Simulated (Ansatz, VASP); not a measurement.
GaSb in VASP and in Ansatz

The input INCAR:

```
SYSTEM = GaSb
PREC = Accurate
ENCUT = 520
EDIFF = 1E-6
ISMEAR = 0
SIGMA = 0.1
LREAL = .FALSE.
LASPH = .TRUE.
NELM = 80
ALGO = Normal
ISIF = 2
LWAVE = .FALSE.
LCHARG = .FALSE.
GGA = PE
NBANDS = 16
```

Contents of KPOINTS:

```
regular mesh
0
G
  12 12 12
  0 0 0
```

POSCAR

```
GaSb
1.0
    0.0000000000      3.1163256600      3.1163256600
    3.1163256600      0.0000000000      3.1163256600
    3.1163256600      3.1163256600      0.0000000000
Ga Sb
1 1
Direct
    0.0000000000      0.0000000000      0.0000000000
    0.7500000000      0.7500000000      0.7500000000
```

Input for Ansatz:

```yaml
crystal:
  lattice:
    - [0.0, 3.11632566, 3.11632566]
    - [3.11632566, 0.0, 3.11632566]
    - [3.11632566, 3.11632566, 0.0]
  atoms:
    - { symbol: Ga, position: [0.0, 0.0, 0.0] }
    - { symbol: Sb, position: [0.75, 0.75, 0.75] }
basis:
  ecutwfc: 420
kpoints:
  mp_grid: { grid: [12, 12, 12] }
hamiltonian:
  xc: pbe
scf:
  occupations: { method: gaussian, width: 0.1 }
output:
  forces: true
  stress: true
  eigenvalues: true
```

Alike in both runs: task single point; functional PBE; k mesh 12 × 12 × 12; occupations gaussian, width 0.1 eV; no spin polarisation.

```csv
,VASP,Ansatz
version,VASP 6.6.1,Ansatz 0.2.0
potentials or method,"VASP PAW PBE potentials, release 64 (Ga_d, Sb)","scalar-relativistic, plane waves, PAW"
plane-wave cutoff (eV),520,420
valence electrons in the cell,18,28
```

|  | VASP | Ansatz | Ansatz less VASP |
| --- | --- | --- | --- |
| gap on the k mesh at the Fermi level (eV) | none | none | - |
| pressure (GPa) | -0.3 | -0.4 | -0.07 |

A gap of «none» marks a metal or a gap that the smearing closes. The two sets of potentials don't hold the same shells in valence.

The runs have no spin-orbit coupling, so splittings on Sb are missing.
